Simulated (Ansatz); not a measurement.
# GaN: the cost of one run

Program: Ansatz 0.2.0. Level of theory: DFT r2SCAN, scalar-relativistic, plane waves, PAW. These are calculated values, not measurements.

The COD entry's cell or inner coordinates are ideal or old and differ from later refinements, so a difference from it is no clean test against experiment.

1 further run of the same task is left out (set aside as unsound or not needed). Runs told in other sessions of the task aren't counted.

### 1 The system as given

Symmetry: P6_3mc, No. 186, hexagonal system. The conventional cell has a = 3.183 Å, b = 3.183 Å, c = 5.184 Å, α = 90.00°, β = 90.00°, γ = 120.00°. Ga (site symmetry 3m) has 4 N at 1.95 Å in its first shell of neighbours. N (site symmetry 3m) has 4 Ga at 1.95 Å in its first shell of neighbours.

Structure file:

```cif
data_structure
_symmetry_space_group_name_H-M 'P 1'
_symmetry_Int_Tables_number 1
_cell_length_a 3.1831
_cell_length_b 3.1831
_cell_length_c 5.1836
_cell_angle_alpha 90.000
_cell_angle_beta 90.000
_cell_angle_gamma 120.000
_cell_volume 45.48
loop_
_atom_site_label
_atom_site_type_symbol
_atom_site_fract_x
_atom_site_fract_y
_atom_site_fract_z
_atom_site_occupancy
Ga1 Ga 0.33333 0.66667 0.99911 1
Ga2 Ga 0.66667 0.33333 0.49911 1
N1 N 0.33333 0.66667 0.37589 1
N2 N 0.66667 0.33333 0.87589 1
```

This cell was relaxed beforehand with the same method: volume 11.37 Å³/atom, gap on the mesh 2.35 eV.

### 2 Zero of energy

The reference gives a free energy of -8352.7745 eV, pressure 0.00 GPa, largest force 0.000 eV/Å and gap on the mesh 2.35 eV. It was computed beforehand with the settings of the runs below.

### 3 Next: one atom moved over a plane

Atom 3 (N) is moved by p along (0.000, 1.000, 0.000) and q along (0.000, 0.000, 1.000) (Å), all else fixed; its images in the other cells move with it. Points alike by symmetry are run once.

### 4 At p = -0.200, q = -0.200

Contents of input.yaml:

```yaml
crystal:
  lattice:
    - [3.1830984299, 0.0, 0.0]
    - [-1.591549215, 2.756644103, 0.0]
    - [0.0, 0.0, 5.1835962425]
  atoms:
    - { symbol: Ga, position: [0.3333333333, 0.6666666667, 0.9991101046] }
    - { symbol: Ga, position: [0.6666666667, 0.3333333333, 0.4991101046] }
    - { symbol: "N", position: [0.2970573411, 0.5941146823, 0.3373066434] }
    - { symbol: "N", position: [0.6666666667, 0.3333333333, 0.8758898954] }
basis:
  ecutwfc: 500
kpoints:
  mp_grid: { grid: [12, 12, 6] }
hamiltonian:
  xc: r2scan
scf:
  occupations: { method: gaussian, width: 0.05 }
output:
  forces: true
  stress: true
  eigenvalues: true
```

Launch:

```console
$ ansatz run input.yaml --threads 2 --pin off --max-ram 5120MiB --backend cpu --events-out ev --progress --plain --runs-dir out
```

**Question.** How long does this run take on 2 threads of Oxide Virtual Turin-like (Zen 5), shared host, and how much memory does it need?

About 24 s, with a peak of 0.69 GiB.
